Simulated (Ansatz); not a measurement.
**ZnCu (Pm-3m): equation of state**

The task here is to estimate one member of a computed series from the others.

Computed with Ansatz 0.2.0 (DFT PBE, scalar-relativistic, plane waves, PAW, unless a step's input says otherwise).

1 further run of the same task is left out (it didn't finish).

### The starting structure

Symmetry: Pm-3m, No. 221, cubic system. The conventional cell has a = 2.965 Å, b = 2.965 Å, c = 2.965 Å, α = 90.00°, β = 90.00°, γ = 90.00°. Around Zn (site symmetry m-3m) lie 8 Cu at 2.57 Å. Around Cu (site symmetry m-3m) lie 8 Zn at 2.57 Å.

As a file:

```
Zn Cu
1.0
     2.96523    0.00000    0.00000
     0.00000    2.96523    0.00000
     0.00000    0.00000    2.96523
Zn Cu
1 1
Direct
  0.50000 0.50000 0.50000
  0.00000 0.00000 0.00000
```

This cell comes from an earlier session at PBE: 13.036 Å³/atom at 0.00 GPa, on a 12×12×12 mesh.

Volume factors to run: 0.980, 1.020, 0.960, 1.040, 1.070, 1.100, 0.945.

The first run:

input.yaml reads:

```yaml
crystal:
  lattice:
    - [2.945324534, 0.0, 0.0]
    - [0.0, 2.945324534, 0.0]
    - [0.0, 0.0, 2.945324534]
  atoms:
    - { symbol: Zn, position: [0.5, 0.5, 0.5] }
    - { symbol: Cu, position: [0.0, 0.0, 0.0] }
basis:
  ecutwfc: 420
  ecutrho_ratio: 4
kpoints:
  mp_grid: { grid: [12, 12, 12] }
hamiltonian:
  xc: pbe
scf:
  occupations: { method: gaussian, width: 0.05 }
output:
  forces: true
  stress: true
  eigenvalues: true
```

Run with:

```sh
ansatz run input.yaml --threads 4 --pin off --max-ram 7168MiB --backend cpu --events-out ev --progress --plain --runs-dir out
```

Steps of the session up to this table: Volume × 0.980; Volume × 1.020; Scaling the volume by 0.960; At 1.040 of the relaxed volume; At 1.070 of the relaxed volume; Scaling the volume by 1.100; At 0.945 of the relaxed volume.

One of the session's tables, all rows but one given; the rest of the session is left out.

It belongs to the step «The fit». 

| volume (Å³/atom) | energy (meV/atom) | pressure (GPa) |
| --- | --- | --- |
| 12.319 | 15.74 | 7.45 |
| 12.515 | 8.07 | 5.17 |
| 12.775 | 1.93 | 2.43 |
| 13.036 | 0.00 | 0.00 |
| 13.297 | ? | ? |
| 13.557 | 6.91 | -4.07 |
| 13.948 | 19.97 | -6.53 |
| 14.340 | 38.45 | -8.56 |

Q: Estimate the row for volume (Å³/atom) = 13.297 from the others.

Worked estimate for «energy (meV/atom)». A straight line through the neighbours (13.036, 0.00) and (13.557, 6.91) gives 0.00 + (6.91 − 0.00) × (13.297 − 13.036) / (13.557 − 13.036) = 3.46; a parabola fitted to 4 rows on both sides gives 1.88.

As computed: energy (meV/atom): 1.80; pressure (GPa): -2.16. In «energy (meV/atom)» the line misses by +1.66 and the parabola by +0.08.
